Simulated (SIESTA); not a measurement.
# Al: single point with PBE

The system is Al.

```
CELL_PARAMETERS angstrom
-1.59122 1.59122 1.59122
1.59122 -1.59122 1.59122
1.59122 1.59122 -1.59122
ATOMIC_POSITIONS crystal
Al 0.00000 0.00000 0.00000
```

This isn't the form of Al at room conditions, which is fcc.

```
Program             : SIESTA 5.4.2
Task                : single point
Functional          : PBE
Potentials or basis : PseudoDojo 0.4 standard (PBE files)
Basis               : DZP (energy shift 0.003 Ry)
Grid cutoff         : 500 Ry
Energy shift        : 0.003 Ry
k mesh              : 12 × 12 × 12
Occupations         : fermi-dirac, width 0.05 eV
Spin                : no spin polarisation
```

```json
{"Pressure": "4.1 GPa", "Band gap on the k mesh": "none (metal or under the smearing width)"}
```

Levels at points of the mesh, in eV from the Fermi level:
```csv
k point,band 1,band 2,band 3,band 4,band 5,band 6
"(0.00, 0.00, 0.00)",-11.26,13.41,13.41,13.41,15.11,15.11
"(0.50, 0.00, 0.00)",-4.43,-3.74,8.34,8.51,10.88,14.61
"(0.00, 0.50, 0.00)",-4.43,-3.74,8.34,8.51,10.88,14.61
"(0.50, 0.50, 0.00)",-4.43,-3.74,8.34,8.51,10.88,14.61
"(0.00, 0.00, 0.50)",-4.43,-3.74,8.34,8.51,10.88,14.61
"(0.50, 0.00, 0.50)",-4.43,-3.74,8.34,8.51,10.88,14.61
"(0.00, 0.50, 0.50)",-4.43,-3.74,8.34,8.51,10.88,14.61
"(0.50, 0.50, 0.50)",1.93,1.93,1.93,2.94,2.94,6.21
```

Wall time 24 s on 1 thread of Intel(R) Xeon(R) 6975P-C (Granite Rapids) (shared host), peak memory 0.22 GiB.

Caveat: the basis of atomic orbitals isn't converged, which shifts pressures, moduli and gaps.
